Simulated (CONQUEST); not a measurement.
Crystal: PbSe (Clausthalite).

```
Pb Se
1.0
     4.32841    0.00000    0.00000
     0.00000    4.32841    0.00000
     0.00000    0.00000    6.12130
Pb Se
2 2
Direct
  0.00000 0.00000 0.00000
  0.50000 0.50000 0.50000
  0.00000 0.00000 0.50000
  0.50000 0.50000 0.00000
```

* Program: CONQUEST 1.3
* Task: single point
* Functional: PBE
* Potentials or basis: PseudoDojo NC PBE, SZP, grid cutoff 120 Ha
* k mesh: 6 × 6 × 5
* Occupations: fermi-dirac, width 0.05 eV
* Spin: no spin polarisation

On this cell: pressure 3.5 GPa; largest force zero by symmetry; band gap on the k mesh not listed.

The same run follows on a disturbed copy (atoms moved at random, drawn with an rms of 0.05 Å):

```
Pb Se
1.0
     4.32841    0.00000    0.00000
     0.00000    4.32841    0.00000
     0.00000    0.00000    6.12130
Pb Se
2 2
Direct
  0.49669 0.50046 0.49729
  0.99669 0.00046 0.99729
  0.49424 0.50155 0.00154
  0.99424 0.00155 0.50154
```

Question: What changes?

Answer: The energy moves by +0.5 meV/atom; pressure 3.5 GPa; largest force 0.075 eV/Å; band gap on the k mesh 0.98 eV.

Forces on the atoms (eV/Å):
```
Pb  -0.019  0.008  0.054
Pb  -0.019  0.008  0.054
Se   0.027 -0.015 -0.068
Se   0.027 -0.015 -0.068
```

The forces don't sum to zero, so they hold noise of the program's grid.

Caveats: the atomic basis is small; the basis of atomic orbitals isn't converged, which shifts pressures, moduli and gaps; the real-space grid breaks the cell's symmetry a little (some runs); spin-orbit coupling is left out, which as a rule narrows the gap of such compounds by several tenths of an eV (some runs); an odd mesh through Γ misses points on the zone boundary, where band edges often lie (some runs).
